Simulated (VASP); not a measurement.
# Sn (I4_1/amd) in VASP: further runs

One crystal, Sn, is run at these levels: PBE+D3(BJ); tasks: equation of state.

All numbers are computed with VASP 6.6.1; they aren't measurements. Logs are shortened: lines on timing, memory, paths and dates and some standing lists are left out, and cuts for length are marked.

## 1. Starting point

The structure is tetragonal, space group I4_1/amd (No. 141). Conventional cell: a = 5.805 Å, b = 5.805 Å, c = 3.235 Å, α = 90.00°, β = 90.00°, γ = 90.00°. Around Sn (site symmetry -4m2) lie 6 Sn at 3.01 to 3.24 Å.

## 2. Equation of state, PBE+D3(BJ), 26.17 Å³/atom (a relaxed cell with its volume scaled by 0.96)

INCAR reads:

```
PREC = Accurate
ENCUT = 520
EDIFF = 1E-6
ISMEAR = -1
SIGMA = 0.05
LREAL = False
LASPH = True
NELM = 60
ALGO = Normal
ISIF = 2
LWAVE = False
LCHARG = False
GGA = PE
IVDW = 12
```

KPOINTS reads:

```
regular mesh
0
Gamma
  8 8 8
```

POSCAR reads:

```
Sn                                      
1.0
   -2.8631918610      2.8631918610      1.5958689968
    2.8631918610     -2.8631918610      1.5958689968
    2.8631918610      2.8631918610     -1.5958689968
  Sn            
     2
Direct
     0.0000000000000000    0.0000000000000000    0.0000000000000000
     0.7500000000000000    0.2500000000000000    0.5000000000000000
```

Potentials or basis: VASP PAW PBE potentials, release 64 (Sn_d).

Started as:

```console
cat potpaw_PBE.64/Sn_d/POTCAR > POTCAR
mpirun -np 1 vasp_std > vasp.out
```

OUTCAR:

```text
PREC = Accurate
   ENCUT = 520
   EDIFF = 1E-6
   ISMEAR = -1
   LREAL = False
   LASPH = True
   NELM = 60
   ISIF = 2
   GGA = PE
   IVDW = 12
 IVDW          = 12

 ion  position               nearest neighbor table
   1  0.000  0.000  0.000-   2 2.97   2 2.97   2 2.97   2 2.97   2 3.73   2 3.73   2 3.73   2 3.73

   2  0.750  0.250  0.500-   1 2.97   1 2.97   1 2.97   1 2.97   1 3.73   1 3.73   1 3.73   1 3.73

  LATTYP: Found a body centered tetragonal cell.
 ALAT       =     5.7263837220
 C/A-ratio  =     0.5573741035

  Lattice vectors:

 A1 = (  -2.8631918610,   2.8631918610,   1.5958689968)
 A2 = (   2.8631918610,  -2.8631918610,   1.5958689968)
 A3 = (   2.8631918610,   2.8631918610,  -1.5958689968)

Analysis of symmetry for initial positions (statically):
=====================================================================
 Subroutine PRICEL returns:
 Original cell was already a primitive cell.

 Routine SETGRP: Setting up the symmetry group for a
 body centered tetragonal supercell.

 Subroutine GETGRP returns: Found 16 space group operations
 (whereof  8 operations were pure point group operations)
 out of a pool of 16 trial point group operations.

The static configuration has the point symmetry D_2d.
 The point group associated with its full space group is D_4h.

Analysis of symmetry for dynamics (positions and initial velocities):
=====================================================================
 Subroutine PRICEL returns:
 Original cell was already a primitive cell.

 Routine SETGRP: Setting up the symmetry group for a
 body centered tetragonal supercell.

 Subroutine GETGRP returns: Found 16 space group operations
 (whereof  8 operations were pure point group operations)
 out of a pool of 16 trial point group operations.

The dynamic configuration has the point symmetry D_2d.
 The point group associated with its full space group is D_4h.

 Subroutine INISYM returns: Found 16 space group operations
 (whereof  8 operations are pure point group operations),
 and found     1 'primitive' translations

----------------------------------------------------------------------------------------

                                     Primitive cell

  volume of cell :      52.3309

  direct lattice vectors                    reciprocal lattice vectors
    -2.863191861  2.863191861  1.595868997     0.000000000  0.174630281  0.313308925
     2.863191861 -2.863191861  1.595868997     0.174630281  0.000000000  0.313308925
     2.863191861  2.863191861 -1.595868997     0.174630281  0.174630281  0.000000000

  length of vectors
     4.352302048  4.352302048  4.352302048     0.358689584  0.358689584  0.246964512

  position of ions in fractional coordinates (direct lattice)
     0.000000000  0.000000000  0.000000000
     0.750000000  0.250000000  0.500000000

  ion indices of the primitive-cell ions
   primitive index   ion index
                 1           1
                 2           2

----------------------------------------------------------------------------------------

 KPOINTS: regular mesh

Automatic generation of k-mesh.
 Grid dimensions read from file:
 generate k-points for:    8    8    8

 Generating k-lattice:

  Cartesian coordinates                     Fractional coordinates (reciprocal lattice)
     0.000000000  0.021828785  0.039163616     0.125000000  0.000000000  0.000000000
     0.021828785  0.000000000  0.039163616     0.000000000  0.125000000  0.000000000
     0.021828785  0.021828785  0.000000000     0.000000000  0.000000000  0.125000000

  Length of vectors
     0.044836198  0.044836198  0.030870564

  Shift w.r.t. Gamma in fractional coordinates (k-lattice)
     0.000000000  0.000000000  0.000000000

 Subroutine IBZKPT returns following result:
 ===========================================

 Found     59 irreducible k-points:

 Following reciprocal coordinates:
            Coordinates               Weight
  0.000000  0.000000  0.000000      1.000000
  0.125000 -0.000000  0.000000      8.000000
  0.250000 -0.000000  0.000000      8.000000
  0.375000 -0.000000  0.000000      8.000000
  0.500000 -0.000000  0.000000      4.000000
  0.125000  0.125000  0.000000      8.000000
[... 16 lines left out ...]
  0.250000  0.125000  0.125000     16.000000
  0.375000  0.125000  0.125000      8.000000
 [... further k-points ...]
   k-points           NKPTS =     59   k-points in BZ     NKDIM =     59   number of bands    NBANDS=     18
   number of dos      NEDOS =    301   number of ions     NIONS =      2
   total plane-waves  NPLWV =  32768
   dimension x,y,z NGX =    32 NGY =   32 NGZ =   32
   dimension x,y,z NGXF=    64 NGYF=   64 NGZF=   64
   ions per type =               2
   NGX,Y,Z   is equivalent  to a cutoff of  12.22, 12.22, 12.22 a.u.
   NGXF,Y,Z  is equivalent  to a cutoff of  24.45, 24.45, 24.45 a.u.
 SYSTEM =  unknown system
   PREC   = accura    normal or accurate (medium, high low for compatibility)
   ISTART =      0    job   : 0-new  1-cont  2-samecut
   ICHARG =      2    charge: 1-file 2-atom 10-const
   ISPIN  =      1    spin polarized calculation?
   LNONCOLLINEAR =      F non collinear calculations
   LSORBIT =      F    spin-orbit coupling
   LASPH  =      T    aspherical Exc in radial PAW
   ENCUT  =  520.0 eV  38.22 Ry    6.18 a.u.   8.09  8.09  8.09*2*pi/ulx,y,z
   NELM   =     60;   NELMIN=  2; NELMDL= -5     # of ELM steps
   EDIFF  = 0.1E-05   stopping-criterion for ELM
   LREAL  =      F    real-space projection
   EDIFFG = 0.1E-04   stopping-criterion for IOM
   NSW    =      0    number of steps for IOM
   IBRION =     -1    ionic relax: 0-MD 1-quasi-New 2-CG
   NFREE  =      0    steps in history (QN), initial steepest desc. (CG)
   ISIF   =      2    stress and relaxation
   ISYM   =      2    0-nonsym 1-usesym 2-fastsym
   POTIM  = 0.5000    time-step for ionic-motion
   TEBEG  =    0.0;   TEEND  =   0.0 temperature during run
   PSTRESS=    0.0 pullay stress
   NELECT =      28.0000    total number of electrons
   NUPDOWN=      -1.0000    fix difference up-down
   EMIN   =  10.00;   EMAX   =-10.00  energy-range for DOS
   EFERMI =   0.00;   METHOD = LEGACY
   ISMEAR =    -1;   SIGMA  =   0.05  broadening in eV -4-tet -1-fermi 0-gaus
   EFERMI_NEDOS =   21; number of points for ismear=-14 and -15
   IALGO  =     38    algorithm
   IMIX   =      4    mixing-type and parameters
     AMIX     =   0.40;   BMIX     =  1.00
     AMIX_MAG =   1.60;   BMIX_MAG =  1.00
  volume/ion in A,a.u.               =      26.17       176.57
  Fermi-wavevector in a.u.,A,eV,Ry     =   1.329050  2.511541 24.032992  1.766375
  Thomas-Fermi vector in A             =   2.458242
   LORBIT       =      0    0 simple, 1 ext, 2 COOP (PROOUT), +10 PAW based schemes
   GGA     = PE    functional components
   LHFCALC =     F    Hartree Fock is set to
   AEXX    =    0.0000 exact exchange contribution
   IVDW    =    12    specifies the selected vdW correction
   LEPSILON=     F    determine dielectric tensor
   LRPA    =     F    only Hartree local field effects (RPA)
 non-spin polarized calculation
  energy-cutoff  :      520.00
  volume of cell :       52.33
 maximum number of plane-waves:      1430
   NGX = 17   NGY = 17   NGZ = 17

 number of electron      28.0000017 magnetization

 Free energy of the ion-electron system (eV)
  ---------------------------------------------------
  ext. energy  EPLUGINS =         0.00000000
  ---------------------------------------------------
  free energy    TOTEN  =        -7.54095313 eV

  energy without entropy =       -7.53201420  energy(sigma->0) =       -7.53648367

 E-fermi :   8.3858     XC(G=0): -10.4780

 val. band max:        8.3686574501   @ k =  -0.2500   0.5000   0.1250
 cond. band min:       8.4228075547   @ k =  -0.3750   0.1250  -0.0000
 fundamental gap:      0.0541501046
 Fermi energy:         8.3858294864

 k-point     1 :       0.0000    0.0000    0.0000
  band No.  band energies     occupation
      1     -13.2951      2.00000
      2     -13.1662      2.00000
      3     -13.1534      2.00000
      4     -13.1059      2.00000
      5     -12.9677      2.00000
      6     -12.9677      2.00000
[... 10 lines left out ...]
     17      15.0377      0.00000
     18      15.1962      0.00000

 k-point     2 :       0.1250   -0.0000    0.0000
  band No.  band energies     occupation
      1     -13.2841      2.00000
      2     -13.1408      2.00000
      3     -13.1391      2.00000
      4     -13.0755      2.00000
      5     -12.9874      2.00000
      6     -12.9791      2.00000
[... 10 lines left out ...]
     17      13.2048      0.00000
     18      14.2792      0.00000

 k-point     3 :       0.2500   -0.0000    0.0000
  band No.  band energies     occupation
      1     -13.2555      2.00000
      2     -13.1109      2.00000
      3     -13.0920      2.00000
      4     -13.0501      2.00000
      5     -13.0227      2.00000
      6     -12.9776      2.00000
[... 10 lines left out ...]
     17      12.7741      0.00000
     18      12.9742      0.00000

 k-point     4 :       0.3750   -0.0000    0.0000
  band No.  band energies     occupation
      1     -13.2253      2.00000
      2     -13.0950      2.00000
      3     -13.0926      2.00000
      4     -13.0692      2.00000
      5     -13.0342      2.00000
      6     -13.0008      2.00000
[... 10 lines left out ...]
     17      11.4252      0.00000
     18      12.6251      0.00000

 k-point     5 :       0.5000   -0.0000    0.0000
  band No.  band energies     occupation
      1     -13.2090      2.00000
      2     -13.1222      2.00000
      3     -13.1000      2.00000
      4     -13.0618      2.00000
      5     -13.0226      2.00000
      6     -13.0110      2.00000
[... 10 lines left out ...]
     17      11.4075      0.00000
     18      13.3625      0.00000

 k-point     6 :       0.1250    0.1250    0.0000
  band No.  band energies     occupation
      1     -13.2656      2.00000
      2     -13.1190      2.00000
      3     -13.0867      2.00000
      4     -13.0313      2.00000
      5     -13.0110      2.00000
      6     -12.9950      2.00000
[... 10 lines left out ...]
     17      12.6933      0.00000
     18      13.2121      0.00000

 k-point     7 :       0.2500    0.1250    0.0000
  band No.  band energies     occupation
      1     -13.2399      2.00000
      2     -13.0974      2.00000
      3     -13.0846      2.00000
      4     -13.0493      2.00000
      5     -13.0278      2.00000
      6     -13.0110      2.00000
[... 10 lines left out ...]
     17      11.5894      0.00000
     18      12.4638      0.00000

 k-point     8 :       0.3750    0.1250    0.0000
  band No.  band energies     occupation
      1     -13.2173      2.00000
      2     -13.1153      2.00000
      3     -13.0923      2.00000
      4     -13.0586      2.00000
      5     -13.0231      2.00000
      6     -13.0089      2.00000
[... 10 lines left out ...]
     17      11.1659      0.00000
     18      13.7758      0.00000
[... 229 lines left out ...]
     17      11.9765      0.00000
     18      12.9537      0.00000

 k-point    20 :      -0.3750    0.3750    0.0000
  band No.  band energies     occupation
      1     -13.1827      2.00000
      2     -13.1791      2.00000
      3     -13.1641      2.00000
      4     -13.0533      2.00000
      5     -13.0455      2.00000
      6     -12.9502      2.00000
[... 10 lines left out ...]
     17      14.3313      0.00000
     18      14.4362      0.00000

 k-point    21 :       0.5000    0.5000    0.0000
  band No.  band energies     occupation
      1     -13.1785      2.00000
      2     -13.1785      2.00000
      3     -13.1091      2.00000
      4     -13.1091      2.00000
      5     -12.9967      2.00000
      6     -12.9967      2.00000
[... 10 lines left out ...]
     17      14.2504      0.00000
     18      14.2504      0.00000

 k-point    22 :       0.1250    0.1250    0.1250
  band No.  band energies     occupation
      1     -13.2383      2.00000
      2     -13.1099      2.00000
      3     -13.0919      2.00000
      4     -13.0577      2.00000
      5     -13.0328      2.00000
      6     -12.9708      2.00000
[... 10 lines left out ...]
     17      13.1871      0.00000
     18      13.2261      0.00000

 k-point    23 :       0.2500    0.1250    0.1250
  band No.  band energies     occupation
      1     -13.2215      2.00000
      2     -13.1148      2.00000
      3     -13.0866      2.00000
      4     -13.0597      2.00000
      5     -13.0438      2.00000
      6     -12.9717      2.00000
[... 10 lines left out ...]
     17      12.4438      0.00000
     18      12.5561      0.00000

 k-point    24 :       0.3750    0.1250    0.1250
  band No.  band energies     occupation
      1     -13.2124      2.00000
      2     -13.1343      2.00000
      3     -13.1034      2.00000
      4     -13.0526      2.00000
      5     -13.0374      2.00000
      6     -12.9610      2.00000
[... 10 lines left out ...]
     17      11.8889      0.00000
     18      13.1357      0.00000

 [... further k-points ...]

------------------------ aborting loop because EDIFF is reached ----------------------------------------

 Edisp (eV)   -0.80804

 E8    (eV) :    -0.3903

  FORCE on cell =-STRESS in cart. coord.  units (eV):
  Direction    XX          YY          ZZ          XY          YZ          ZX
  --------------------------------------------------------------------------------------
  -------------------------------------------------------------------------------------
  Total       0.79184     0.79184     0.69041     0.00000     0.00000     0.00000
  in kB      24.24307    24.24307    21.13764     0.00000     0.00000     0.00000
  external pressure =       23.21 kB  Pullay stress =        0.00 kB

 VOLUME and BASIS-vectors are now :
 -----------------------------------------------------------------------------
  energy-cutoff  :      520.00
  volume of cell :       52.33
      direct lattice vectors                 reciprocal lattice vectors
    -2.863191861  2.863191861  1.595868997     0.000000000  0.174630281  0.313308925
     2.863191861 -2.863191861  1.595868997     0.174630281  0.000000000  0.313308925
     2.863191861  2.863191861 -1.595868997     0.174630281  0.174630281  0.000000000

 POSITION                                       TOTAL-FORCE (eV/Angst)
 -----------------------------------------------------------------------------------
      0.00000      0.00000      0.00000         0.000000     -0.000000     -0.000000
      0.00000      2.86319      0.79793        -0.000000      0.000000      0.000000
 -----------------------------------------------------------------------------------
    total drift:                                0.000000     -0.000000      0.000000

  FREE ENERGIE OF THE ION-ELECTRON SYSTEM (eV)
  ---------------------------------------------------
  free  energy   TOTEN  =        -8.3489928172 eV

  energy  without entropy=       -8.3400538818  energy(sigma->0) =       -8.34452335
```

Wall time 13 s (1 thread of Intel Xeon 6975P-C (Granite Rapids), shared host); peak memory 0.2 GiB.

What came out:

| Property | Result |
| --- | --- |
| Free energy | -8.3490 eV |
| Pressure | 2.3 GPa |
| Band gap on the k mesh | none (metal or under the smearing width) |
| Dispersion energy per atom | -0.404 eV |

Caveat: pairwise dispersion overbinds metals, which lowers pressure and volume.

## 3. Equation of state, PBE+D3(BJ), 26.71 Å³/atom (a relaxed cell with its volume scaled by 0.98)

INCAR is that of step 2.

KPOINTS is that of step 2.

POSCAR reads:

```
Sn                                      
1.0
   -2.8829386358      2.8829386358      1.6068753377
    2.8829386358     -2.8829386358      1.6068753377
    2.8829386358      2.8829386358     -1.6068753377
  Sn            
     2
Direct
     0.0000000000000000    0.0000000000000000    0.0000000000000000
     0.7500000000000000    0.2500000000000000    0.5000000000000000
```

Potentials or basis: VASP PAW PBE potentials, release 64 (Sn_d).

Started as:

```console
cat potpaw_PBE.64/Sn_d/POTCAR > POTCAR
mpirun -np 1 vasp_std > vasp.out
```

Wall time 20 s (1 thread of Intel Xeon 6975P-C (Granite Rapids), shared host); peak memory 0.23 GiB.

Results (log left out):

- Free energy: -8.3610 eV
- Pressure: 1.1 GPa
- Band gap on the k mesh: none (metal or under the smearing width)
- Dispersion energy per atom: -0.396 eV

Caveat: pairwise dispersion overbinds metals, which lowers pressure and volume.

## 4. Equation of state, PBE+D3(BJ), 27.26 Å³/atom

INCAR is that of step 3.

KPOINTS is that of step 3.

POSCAR reads:

```
Sn                                      
1.0
   -2.9024185418      2.9024185418      1.6177329328
    2.9024185418     -2.9024185418      1.6177329328
    2.9024185418      2.9024185418     -1.6177329328
  Sn            
     2
Direct
     0.0000000000000000    0.0000000000000000    0.0000000000000000
     0.7500000000000000    0.2500000000000000    0.5000000000000000
```

Started as:

```console
cat potpaw_PBE.64/Sn_d/POTCAR > POTCAR
mpirun -np 1 vasp_std > vasp.out
```

Wall time 20 s (1 thread of Intel Xeon 6975P-C (Granite Rapids), shared host); peak memory 0.22 GiB.

It converged, with:

```yaml
Free_energy: -8.3649 eV
Pressure: -0.1 GPa
Band_gap_on_the_k_mesh: none (metal or under the smearing width)
Dispersion_energy_per_atom: -0.388 eV
```

Caveat: pairwise dispersion overbinds metals, which lowers pressure and volume.

## 5. Equation of state, PBE+D3(BJ), 27.80 Å³/atom (a relaxed cell with its volume scaled by 1.02)

INCAR is that of step 4.

KPOINTS is that of step 4.

POSCAR reads:

```
Sn                                      
1.0
   -2.9216404168      2.9216404168      1.6284467082
    2.9216404168     -2.9216404168      1.6284467082
    2.9216404168      2.9216404168     -1.6284467082
  Sn            
     2
Direct
     0.0000000000000000    0.0000000000000000    0.0000000000000000
     0.7500000000000000    0.2500000000000000    0.5000000000000000
```

Started as:

```console
cat potpaw_PBE.64/Sn_d/POTCAR > POTCAR
mpirun -np 1 vasp_std > vasp.out
```

Run time: 20 s. Hardware: 1 thread of Intel Xeon 6975P-C (Granite Rapids), shared host; peak memory 0.23 GiB.

It converged, with:

```
Free energy                : -8.3614 eV
Pressure                   : -1.1 GPa
Band gap on the k mesh     : none (metal or under the smearing width)
Dispersion energy per atom : -0.380 eV
```

Caveat: pairwise dispersion overbinds metals, which lowers pressure and volume.

## 6. Equation of state, PBE+D3(BJ), 28.35 Å³/atom (a relaxed cell with its volume scaled by 1.04)

INCAR is that of step 5.

KPOINTS is that of step 5.

POSCAR reads:

```
Sn                                      
1.0
   -2.9406126394      2.9406126394      1.6390213337
    2.9406126394     -2.9406126394      1.6390213337
    2.9406126394      2.9406126394     -1.6390213337
  Sn            
     2
Direct
     0.0000000000000000    0.0000000000000000    0.0000000000000000
     0.7500000000000000    0.2500000000000000    0.5000000000000000
```

Potentials or basis: VASP PAW PBE potentials, release 64 (Sn_d).

Started as:

```console
cat potpaw_PBE.64/Sn_d/POTCAR > POTCAR
mpirun -np 1 vasp_std > vasp.out
```

Wall time 19 s (1 thread of Intel Xeon 6975P-C (Granite Rapids), shared host); peak memory 0.23 GiB.

It converged, with:

```yaml
Free_energy: -8.3514 eV
Pressure: -2.0 GPa
Band_gap_on_the_k_mesh: none (metal or under the smearing width)
Dispersion_energy_per_atom: -0.373 eV
```

Caveat: pairwise dispersion overbinds metals, which lowers pressure and volume.

## 7. Equation of state, PBE+D3(BJ)

Potentials or basis: VASP PAW PBE potentials, release 64 (Sn_d).

No new run: the results of the series are fitted here.

What came out:

- Equilibrium volume: 27.26 Å³/atom
- Bulk modulus at fixed shape and positions: 54 GPa
- Pressure derivative of the bulk modulus: 4.6 (rough: it moves with the points fitted)

Energy against volume, from the lowest point:
```csv
volume (Å³/atom),energy (meV/atom)
26.165,7.93
26.711,1.93
27.256,0.00
27.801,1.73
28.346,6.73
```

Caveat: the cell was scaled at fixed shape and fractional positions, which overstates the stiffness of a crystal with free parameters, most of all of layers and chains.
